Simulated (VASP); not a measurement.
**BP under changes of volume**

One of the cells (11.432 Å³/atom); the others are scaled copies at fixed shape and fractional positions:

```
P B
1.0
     0.00000    2.25272    2.25272
     2.25272    0.00000    2.25272
     2.25272    2.25272    0.00000
P B
1 1
Direct
  0.75000 0.75000 0.75000
  0.00000 0.00000 0.00000
```

| Property | Result |
| --- | --- |
| Program | VASP 6.6.1 |
| Functional | PBE |
| Dispersion | D3(BJ) |
| Potentials or basis | VASP PAW PBE potentials, release 64 (P, B) |
| Cutoff | 520 eV |
| k mesh | 8 × 8 × 8 |
| Occupations | gaussian, width 0.02 eV |
| Spin | no spin polarisation |

```tsv
volume (Å³/atom)	energy over the lowest point (meV/atom)	pressure (GPa)	gap on the mesh (eV)
10.975	?	?	?
11.203	2.61	3.6	1.22
11.432	0.00	0.0	1.24
11.661	2.25	-3.3	1.27
11.889	8.95	-6.2	1.29
```

Problem. What does the run at 10.975 Å³/atom give?

Solution. Energy over the lowest point 10.58 meV/atom; pressure 7.5 GPa; gap on the mesh 1.19 eV.

Worked out: A Birch-Murnaghan fit of order 2 (a polynomial in V^(-2/3)) to the other rows has its minimum at 11.44 Å³/atom with B0 = V·E''(V) = 171 GPa. It gives 10.62 meV/atom at 10.975 Å³/atom, against the run's 10.58, and -dE/dV = 7.6 GPa, against 7.5. A straight line through the other rows of the gap, of slope 1.21 eV per unit of ln V, extrapolates to 1.19 eV, against the run's 1.19.

Energies are extrapolated to zero smearing.

A mesh can miss the band edges.
